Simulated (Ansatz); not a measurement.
Te2Mo, a slab with vacuum:

```
Te Mo
1.0
     3.56138    0.00000    0.00000
    -1.78069    3.08425    0.00000
     0.00000    0.00000   38.99027
Te Mo
8 4
Cartesian
  0.0000 2.0562 12.7975
  0.0000 2.0562 37.1116
  1.7807 1.0281 5.4618
  1.7807 1.0281 29.7742
  1.7807 1.0281 1.8786
  1.7807 1.0281 26.1928
  0.0000 2.0562 9.2161
  0.0000 2.0562 33.5285
  1.7807 1.0281 11.0084
  1.7807 1.0281 35.3197
  0.0000 2.0562 3.6706
  0.0000 2.0562 27.9818
```

Base run:

| Quantity | Value |
| --- | --- |
| Program | Ansatz 0.2.0 |
| Functional | PBEsol |
| Potentials or basis | Ansatz PAW |
| Cutoff | 420 eV (not typed: the program's choice for these potentials) |
| k mesh | 7 × 7 × 1 |
| Occupations | fermi-dirac, width 0.05 eV |
| Spin | no spin polarisation |
| Hubbard terms | Mo d U = 5 eV |

Its results: band gap on the k mesh 1.11 eV, indirect (least direct gap 1.15 eV); largest force 0.272 eV/Å.

**Question.** The run is repeated on the same cell with these changes: hubbard terms from Mo d U = 5 eV to Mo d U = 8 eV. What comes out?

**Answer.** Band gap on the k mesh 1.05 eV, indirect (least direct gap 1.44 eV); largest force 0.258 eV/Å.

Caveats: odd divisions of the mesh miss points on the zone boundary, where band edges often lie, so the gap on the mesh can be too wide; spin-orbit coupling is left out, which moves the levels of the heavy elements; the PAW data sets come from PBE, with cores solved anew for the run's functional, which leaves a small shift of forces and pressure; the U is typed as a test and isn't derived for this compound.

A k mesh can miss the band edges.
